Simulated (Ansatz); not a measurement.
Crystal: HfO2.

```
Hf O
1.0
     5.21946    0.00000    0.00000
     0.00000    5.00476    0.00000
     0.00000    0.00000    5.03269
Hf O
4 8
Cartesian
  5.0472 3.6661 3.7314
  2.7820 3.6661 1.2151
  2.4375 1.3387 3.7314
  0.1723 1.3387 1.2151
  3.2994 4.6477 4.4251
  4.5298 4.6477 1.9087
  1.2211 2.7020 2.4776
  1.3886 2.7020 4.9939
  3.9984 2.3028 4.9939
  3.8308 2.3028 2.4776
  0.6896 0.3571 4.4251
  1.9201 0.3571 1.9087
```

Measurements of this composition are mostly on another form, of space group No. 14.

| Quantity | Value |
| --- | --- |
| Program | Ansatz 0.2.0 |
| Task | relaxation of cell and atoms |
| Functional | SVWN5 |
| Potentials or basis | Ansatz PAW |
| Cutoff | 420 eV (not typed: the program's choice for these potentials) |
| k mesh | 5 × 6 × 5 |
| Occupations | fermi-dirac, width 0.05 eV |
| Spin | no spin polarisation |

At the start: volume 10.96 Å³/atom.

Problem. Where does the relaxation end?

Solution. It ends after 9 steps and the volume is 10.73 Å³/atom (-2.1 %); space group Pca2_1 (No. 29, to 0.05 Å).

Step by step:
```
step  energy change (eV)  largest force (eV/Å)  volume (Å³)
   1              0.0000                0.1080       131.46
   2             -0.0619                0.0825       128.39
   3             -0.0612                0.0543       128.91
   4             -0.0627                0.0407       128.81
   5             -0.0627                0.0113       128.84
   6             -0.0627                0.0010       128.84
   7             -0.0462                0.0020       128.84
   8             -0.0470                0.0007       128.73
   9             -0.0463                0.0007       128.73
```

Final structure:
```
Hf O
1.0
     5.18031    0.00000    0.00000
     0.00000    4.97492    0.00000
     0.00000    0.00000    4.99512
Hf O
4 8
Direct
  0.96708 0.73194 0.74318
  0.53292 0.73194 0.24318
  0.46708 0.26806 0.74318
  0.03292 0.26806 0.24318
  0.63104 0.92691 0.87888
  0.86896 0.92691 0.37888
  0.23551 0.54148 0.49094
  0.26449 0.54148 0.99094
  0.76449 0.45852 0.99094
  0.73551 0.45852 0.49094
  0.13104 0.07309 0.87888
  0.36896 0.07309 0.37888
```

Caveat: the plane-wave basis is chosen anew once the cell has moved, so the energies of steps on either side of that aren't comparable; the pressure holds a Pulay correction of +1.1 GPa for the finite cutoff; the PAW data sets come from PBE, with cores solved anew for the run's functional, which leaves a small shift of forces and pressure.
